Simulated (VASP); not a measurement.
# Ge (Cmcm) in VASP: notebook

The runs below take Ge through single point, with PBE.

All numbers are computed with VASP 6.6.1; they aren't measurements. Logs are shortened: lines on timing, memory, paths and dates and some standing lists are left out, and cuts for length are marked.

## Step 1: The structure

It takes space group Cmcm (No. 63, orthorhombic). Conventional cell: a = 2.976 Å, b = 5.189 Å, c = 4.728 Å, α = 90.00°, β = 90.00°, γ = 90.00°. Ge (site symmetry m2m) is surrounded by 12 Ge at 2.92 to 2.99 Å.

This isn't the form of Ge at room conditions, which is diamond.

## Step 2: Single point, PBE

Input file INCAR:

```
SYSTEM = Ge
PREC = Accurate
ENCUT = 250
EDIFF = 1E-6
ISMEAR = 0
SIGMA = 0.05
LREAL = .False.
LASPH = .True.
NELM = 100
ALGO = Normal
ISIF = 2
LWAVE = .False.
LCHARG = .False.
GGA = PE
ADDGRID = .False.
```

Input file KPOINTS:

```
regular mesh
0
Gamma
  9 9 5
  0 0 0
```

Input file POSCAR:

```
Ge
1.0
    1.4880529250     -2.5946896100      0.0000000000
    1.4880529250      2.5946896100      0.0000000000
    0.0000000000      0.0000000000      4.7275957900
Ge
2
Direct
    0.3334466300      0.6665533700      0.2500000000
    0.6665533700      0.3334466300      0.7500000000
```

Potentials or basis: VASP PAW PBE potentials, release 64 (Ge_d).

The run is started by

```
$ cat potpaw_PBE.64/Ge_d/POTCAR > POTCAR
$ mpirun -np 1 vasp_std > vasp.out
```

OUTCAR:

```text
SYSTEM = Ge
   PREC = Accurate
   ENCUT = 250
   EDIFF = 1E-6
   ISMEAR = 0
   LREAL = .False.
   LASPH = .True.
   NELM = 100
   ISIF = 2
   GGA = PE

 Found     75 irreducible k-points:

 Following reciprocal coordinates:
            Coordinates               Weight
  0.000000  0.000000  0.000000      1.000000
  0.111111  0.000000  0.000000      4.000000
  0.222222  0.000000  0.000000      4.000000
  0.333333  0.000000  0.000000      4.000000
  0.444444  0.000000  0.000000      4.000000
  0.111111  0.111111  0.000000      2.000000
   k-points           NKPTS =     75   k-points in BZ     NKDIM =     75   number of bands    NBANDS=     18
   number of dos      NEDOS =    301   number of ions     NIONS =      2
   total plane-waves  NPLWV =   6144
   dimension x,y,z NGX =    16 NGY =   16 NGZ =   24
   dimension x,y,z NGXF=    32 NGYF=   32 NGZF=   48
   ions per type =               2
   NGX,Y,Z   is equivalent  to a cutoff of   8.89,  8.89,  8.44 a.u.
   NGXF,Y,Z  is equivalent  to a cutoff of  17.79, 17.79, 16.88 a.u.
 SYSTEM =  Ge
   PREC   = accura    normal or accurate (medium, high low for compatibility)
   ISTART =      0    job   : 0-new  1-cont  2-samecut
   ICHARG =      2    charge: 1-file 2-atom 10-const
   ISPIN  =      1    spin polarized calculation?
   LNONCOLLINEAR =      F non collinear calculations
   LSORBIT =      F    spin-orbit coupling
   LASPH  =      T    aspherical Exc in radial PAW
   ENCUT  =  250.0 eV  18.37 Ry    4.29 a.u.   3.86  3.86  6.09*2*pi/ulx,y,z
   NELM   =    100;   NELMIN=  2; NELMDL= -5     # of ELM steps
   EDIFF  = 0.1E-05   stopping-criterion for ELM
   LREAL  =      F    real-space projection
   EDIFFG = 0.1E-04   stopping-criterion for IOM
   NSW    =      0    number of steps for IOM
   IBRION =     -1    ionic relax: 0-MD 1-quasi-New 2-CG
   NFREE  =      0    steps in history (QN), initial steepest desc. (CG)
   ISIF   =      2    stress and relaxation
   ISYM   =      2    0-nonsym 1-usesym 2-fastsym
   POTIM  = 0.5000    time-step for ionic-motion
   TEBEG  =    0.0;   TEEND  =   0.0 temperature during run
   PSTRESS=    0.0 pullay stress
   NELECT =      28.0000    total number of electrons
   NUPDOWN=      -1.0000    fix difference up-down
   EMIN   =  10.00;   EMAX   =-10.00  energy-range for DOS
   EFERMI =   0.00;   METHOD = LEGACY
   ISMEAR =     0;   SIGMA  =   0.05  broadening in eV -4-tet -1-fermi 0-gaus
   EFERMI_NEDOS =   21; number of points for ismear=-14 and -15
   IALGO  =     38    algorithm
   IMIX   =      4    mixing-type and parameters
     AMIX     =   0.40;   BMIX     =  1.00
     AMIX_MAG =   1.60;   BMIX_MAG =  1.00
  volume/ion in A,a.u.               =      18.25       123.18
  Fermi-wavevector in a.u.,A,eV,Ry     =   1.498544  2.831837 30.553703  2.245634
  Thomas-Fermi vector in A             =   2.610289
   LORBIT       =      0    0 simple, 1 ext, 2 COOP (PROOUT), +10 PAW based schemes
   GGA     = PE    functional components
   LHFCALC =     F    Hartree Fock is set to
   AEXX    =    0.0000 exact exchange contribution
   IVDW    =     0    specifies the selected vdW correction
   LEPSILON=     F    determine dielectric tensor
   LRPA    =     F    only Hartree local field effects (RPA)
 non-spin polarized calculation
 Gauss-broadening in eV      SIGMA  =   0.05
  energy-cutoff  :      250.00
  volume of cell :       36.51
 maximum number of plane-waves:       342
   NGX =  7   NGY =  7   NGZ = 13

 number of electron      28.0000028 magnetization

 Free energy of the ion-electron system (eV)
  ---------------------------------------------------
  ext. energy  EPLUGINS =         0.00000000
  ---------------------------------------------------
  free energy    TOTEN  =        -8.16796986 eV

  energy without entropy =       -8.16582104  energy(sigma->0) =       -8.16689545

 E-fermi :   7.1223     XC(G=0): -11.4637

 val. band max:        7.1163494265   @ k =  -0.4444   0.2222   0.2000
 cond. band min:       7.1323993687   @ k =   0.2222   0.2222   0.4000
 fundamental gap:      0.0160499422
 Fermi energy:         7.1222536692

 k-point     1 :       0.0000    0.0000    0.0000
  band No.  band energies     occupation
      1     -17.8177      2.00000
      2     -17.8136      2.00000
      3     -17.8136      2.00000
      4     -17.8118      2.00000
      5     -17.8077      2.00000
      6     -17.8040      2.00000
[... 10 lines left out ...]
     17      15.8556      0.00000
     18      17.1522      0.00000

 k-point     2 :       0.1111    0.0000    0.0000
  band No.  band energies     occupation
      1     -17.8276      2.00000
      2     -17.8164      2.00000
      3     -17.8052      2.00000
      4     -17.8042      2.00000
      5     -17.8033      2.00000
      6     -17.8003      2.00000
[... 10 lines left out ...]
     17      16.1369      0.00000
     18      16.5988      0.00000

 k-point     3 :       0.2222    0.0000    0.0000
  band No.  band energies     occupation
      1     -17.8458      2.00000
      2     -17.8219      2.00000
      3     -17.8208      2.00000
      4     -17.8150      2.00000
      5     -17.7936      2.00000
      6     -17.7899      2.00000
[... 10 lines left out ...]
     17      14.5088      0.00000
     18      15.6338      0.00000

 k-point     4 :       0.3333    0.0000    0.0000
  band No.  band energies     occupation
      1     -17.8592      2.00000
      2     -17.8287      2.00000
      3     -17.8236      2.00000
      4     -17.8048      2.00000
      5     -17.7728      2.00000
      6     -17.7541      2.00000
[... 10 lines left out ...]
     17      11.6250      0.00000
     18      14.2207      0.00000

 k-point     5 :       0.4444    0.0000    0.0000
  band No.  band energies     occupation
      1     -17.8697      2.00000
      2     -17.8387      2.00000
      3     -17.8349      2.00000
      4     -17.8223      2.00000
      5     -17.7824      2.00000
      6     -17.7692      2.00000
[... 10 lines left out ...]
     17       9.5651      0.00000
     18      13.5639      0.00000

 k-point     6 :       0.1111    0.1111    0.0000
  band No.  band energies     occupation
      1     -17.8282      2.00000
      2     -17.8159      2.00000
      3     -17.8120      2.00000
      4     -17.8112      2.00000
      5     -17.7948      2.00000
      6     -17.7886      2.00000
[... 10 lines left out ...]
     17      14.8769      0.00000
     18      15.3426      0.00000

 [... further k-points ...]

------------------------ aborting loop because EDIFF is reached ----------------------------------------

  FORCE on cell =-STRESS in cart. coord.  units (eV):
  Direction    XX          YY          ZZ          XY          YZ          ZX
  --------------------------------------------------------------------------------------
  -------------------------------------------------------------------------------------
  Total       -4.6330649     -4.8180934     -4.2786904      0.0000000      0.0000000      0.0000000
  in kB     -203.3315848   -211.4519387   -187.7791280      0.0000000      0.0000000      0.0000000
  external PRESSURE =    -200.8542171 kB  Pullay stress =       0.0000000 kB

 VOLUME and BASIS-vectors are now :
 -----------------------------------------------------------------------------
  energy-cutoff  :      250.00
  volume of cell :       36.51
      direct lattice vectors                 reciprocal lattice vectors
     1.488052925 -2.594689610  0.000000000     0.336009554 -0.192701277  0.000000000
     1.488052925  2.594689610  0.000000000     0.336009554  0.192701277  0.000000000
     0.000000000  0.000000000  4.727595790     0.000000000  0.000000000  0.211524006

 POSITION                                       TOTAL-FORCE (eV/Angst)
 -----------------------------------------------------------------------------------
      1.48805      0.86431      1.18190         0.000000     -0.002499      0.000000
      1.48805     -0.86431      3.54570         0.000000      0.002499      0.000000
 -----------------------------------------------------------------------------------
    total drift:                                0.000000     -0.000000      0.000000

  FREE ENERGIE OF THE ION-ELECTRON SYSTEM (eV)
  ---------------------------------------------------
  free  energy   TOTEN  =        -8.1679698640 eV

  energy  without entropy=       -8.1658210429  energy(sigma->0) =       -8.16689545
```

Run time: 4.7 s. Hardware: 1 thread of Intel Xeon 6975P-C (Granite Rapids), shared host; peak memory 0.12 GiB.

The run converged, but a check on its numbers failed (symmetry, net force, bounds or a known fault of this set-up), so they aren't taken as properties of the crystal.

Caveat: the cutoff lies under the usual one of these potentials, so the numbers hold a large basis-set error.

## Step 3: Single point, PBE

INCAR is that of step 2.

KPOINTS is that of step 2.

Input file POSCAR:

```
Ge
1.0
    1.4880529250     -2.5946896100      0.0000000000
    1.4880529250      2.5946896100      0.0000000000
    0.0000000000      0.0000000000      4.7275957900
Ge
2
Direct
    0.3592940000      0.6730280000      0.2256240000
    0.6679590000      0.3129580000      0.7530700000
```

Potentials or basis: VASP PAW PBE potentials, release 64 (Ge_d).

The run is started by

```
$ cat potpaw_PBE.64/Ge_d/POTCAR > POTCAR
$ mpirun -np 1 vasp_std > vasp.out
```

Wall time 10 s (1 thread of Intel Xeon 6975P-C (Granite Rapids), shared host); peak memory 0.14 GiB.

The run converged, but a check on its numbers failed (symmetry, net force, bounds or a known fault of this set-up), so they aren't taken as properties of the crystal.

Caveat: the cutoff lies under the usual one of these potentials, so the numbers hold a large basis-set error.

## Step 4: Single point, PBE

INCAR: that of step 3 with these lines changed.

```diff
@@ -2,3 +2,3 @@
 PREC = Accurate
-ENCUT = 250
+ENCUT = 550
 EDIFF = 1E-6
```

Input file KPOINTS:

```
regular mesh
0
Gamma
  6 6 4
  0 0 0
```

Input file POSCAR:

```
Ge
1.0
    1.4880529250     -2.5946896100      0.0000000000
    1.4880529250      2.5946896100      0.0000000000
    0.0000000000      0.0000000000      4.7275957900
Ge
2
Direct
    0.3334466300      0.6665533700      0.2500000000
    0.6665533700      0.3334466300      0.7500000000
```

The run is started by

```
$ cat potpaw_PBE.64/Ge_d/POTCAR > POTCAR
$ mpirun -np 1 vasp_std > vasp.out
```

Run time: 7.7 s. Hardware: 1 thread of Intel Xeon 6975P-C (Granite Rapids), shared host; peak memory 0.15 GiB.

These settings aren't checked as converged: the numbers below hold their error.

Results:

```
Free energy            : -8.3069 eV
Pressure               : 3.3 GPa
Largest force          : 0.003 eV/Å
Band gap on the k mesh : none (metal or under the smearing width)
```

Caveat: the k mesh is coarse (spacing up to 0.41 Å⁻¹), so the values aren't converged.

## Step 5: Single point, PBE

INCAR is that of step 4.

KPOINTS is that of step 4.

Input file POSCAR:

```
Ge
1.0
    1.4880529250     -2.5946896100      0.0000000000
    1.4880529250      2.5946896100      0.0000000000
    0.0000000000      0.0000000000      4.7275957900
Ge
2
Direct
    0.3592940000      0.6730280000      0.2256240000
    0.6679590000      0.3129580000      0.7530700000
```

The run is started by

```
$ cat potpaw_PBE.64/Ge_d/POTCAR > POTCAR
$ mpirun -np 1 vasp_std > vasp.out
```

Wall time 12 s (1 thread of Intel Xeon 6975P-C (Granite Rapids), shared host); peak memory 0.17 GiB.

These settings aren't checked as converged: the numbers below hold their error.

Results:

| Quantity | Value |
| --- | --- |
| Free energy | -8.2809 eV |
| Pressure | 4.4 GPa |
| Largest force | 0.356 eV/Å |
| Band gap on the k mesh | none (metal or under the smearing width) |

Caveat: the k mesh is coarse (spacing up to 0.41 Å⁻¹), so the values aren't converged.

## Step 6: Single point, PBE

INCAR: that of step 5 with these lines changed.

```diff
@@ -2,3 +2,3 @@
 PREC = Accurate
-ENCUT = 550
+ENCUT = 450
 EDIFF = 1E-6
```

Input file KPOINTS:

```
regular mesh
0
Gamma
  7 7 4
  0 0 0
```

Input file POSCAR:

```
Ge
1.0
    1.4880529250     -2.5946896100      0.0000000000
    1.4880529250      2.5946896100      0.0000000000
    0.0000000000      0.0000000000      4.7275957900
Ge
2
Direct
    0.3334466300      0.6665533700      0.2500000000
    0.6665533700      0.3334466300      0.7500000000
```

Potentials or basis: VASP PAW PBE potentials, release 64 (Ge_d).

The run is started by

```
$ cat potpaw_PBE.64/Ge_d/POTCAR > POTCAR
$ mpirun -np 1 vasp_std > vasp.out
```

OUTCAR:

```text
SYSTEM = Ge
   PREC = Accurate
   ENCUT = 450
   EDIFF = 1E-6
   ISMEAR = 0
   LREAL = .False.
   LASPH = .True.
   NELM = 100
   ISIF = 2
   GGA = PE

 Found     48 irreducible k-points:

 Following reciprocal coordinates:
            Coordinates               Weight
  0.000000  0.000000  0.000000      1.000000
  0.142857  0.000000  0.000000      4.000000
  0.285714 -0.000000  0.000000      4.000000
  0.428571  0.000000  0.000000      4.000000
  0.142857  0.142857  0.000000      2.000000
  0.285714  0.142857  0.000000      4.000000
   k-points           NKPTS =     48   k-points in BZ     NKDIM =     48   number of bands    NBANDS=     18
[... 206 lines left out ...]
  --------------------------------------------------------------------------------------
  -------------------------------------------------------------------------------------
  Total        1.2560672      1.4542621      0.9605232      0.0000000      0.0000000      0.0000000
  in kB       55.1250933     63.8232819     42.1545360      0.0000000      0.0000000      0.0000000
  external PRESSURE =      53.7009704 kB  Pullay stress =       0.0000000 kB

 VOLUME and BASIS-vectors are now :
 -----------------------------------------------------------------------------
  energy-cutoff  :      450.00
  volume of cell :       36.51
      direct lattice vectors                 reciprocal lattice vectors
     1.488052925 -2.594689610  0.000000000     0.336009554 -0.192701277  0.000000000
     1.488052925  2.594689610  0.000000000     0.336009554  0.192701277  0.000000000
     0.000000000  0.000000000  4.727595790     0.000000000  0.000000000  0.211524006

 POSITION                                       TOTAL-FORCE (eV/Angst)
 -----------------------------------------------------------------------------------
      1.48805      0.86431      1.18190         0.000000     -0.012201      0.000000
      1.48805     -0.86431      3.54570         0.000000      0.012201      0.000000
 -----------------------------------------------------------------------------------
    total drift:                                0.000000     -0.000000      0.000000

  FREE ENERGIE OF THE ION-ELECTRON SYSTEM (eV)
  ---------------------------------------------------
  free  energy   TOTEN  =        -8.3053500898 eV

  energy  without entropy=       -8.3046185288  energy(sigma->0) =       -8.30498431
```

stdout:

```text
POSCAR found type information on POSCAR Ge
 POSCAR found :  1 types and       2 ions
 scaLAPACK will be used
 LDA part: xc-table for (Slater+PW92), standard interpolation
 POSCAR, INCAR and KPOINTS ok, starting setup
 FFT: planning ... GRIDC
 FFT: planning ... GRID_SOFT
 FFT: planning ... GRID
 WAVECAR not read
 entering main loop
```

Wall time 8.1 s (1 thread of Intel Xeon 6975P-C (Granite Rapids), shared host); peak memory 0.16 GiB.

The run converged, but some of its settings lie outside the range that counts as converged, so its numbers aren't taken as properties of the crystal.

What came out:

| Quantity | Value |
| --- | --- |
| Free energy | -8.3054 eV |
| Pressure | 5.4 GPa |
| Largest force | 0.012 eV/Å |
| Band gap on the k mesh | none (metal or under the smearing width) |

## Step 7: For comparison

An earlier run on the cell as given: functional PBEsol; potentials or basis VASP PAW PBE potentials, release 64 (Ge_d); cutoff 520 eV; k mesh 10 × 10 × 6; occupations fermi-dirac, width 0.05 eV; no spin polarisation.

- Pressure: 0.5 GPa
- Band gap on the k mesh: none (metal or under the smearing width)
